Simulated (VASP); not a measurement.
A run of VASP 6.6.1 is set up as follows.

The input INCAR:

```
PREC = Accurate
ENCUT = 520
EDIFF = 1E-7
ISMEAR = -1
SIGMA = 0.1
LREAL = F
LASPH = T
NELM = 100
ALGO = Normal
ISIF = 2
LWAVE = F
LCHARG = T
GGA = PE
LELF = T
LVHAR = T
NBANDS = 20
```

Contents of KPOINTS:

```
regular mesh
0
Gamma
  9 9 9
```

File POSCAR:

```
MoS2
1.0
    1.5800000000      0.9122134300      6.1500000000
   -1.5800000000      0.9122134300      6.1500000000
    0.0000000000     -1.8244268500      6.1500000000
Mo S
1 2
Direct
    0.0000000000      0.0000000000      0.0000000000
    0.2500000000      0.2500000000      0.2500000000
    0.4170000000      0.4170000000      0.4170000000
```

Potentials or basis: VASP PAW PBE potentials, release 64 (Mo_sv, S).

Run with:

```sh
$ cat potpaw_PBE.64/Mo_sv/POTCAR potpaw_PBE.64/S/POTCAR > POTCAR
$ mpirun -np 1 vasp_std > vasp.out
```

**Question.** Predict the pressure.

**Answer.** 5.2 GPa.

**Question.** Predict the band gap on the k mesh.

**Answer.** 0.95 eV, indirect (least direct gap 1.71 eV).

Forces on the atoms (eV/Å):
```
Mo   0.000  0.000  0.087
S    0.000  0.000 -0.506
S    0.000  0.000  0.420
```

Caveat: an odd mesh through Γ misses points on the zone boundary, where band edges often lie. A hybrid or GW would open this gap; PBE tends to underestimate it.
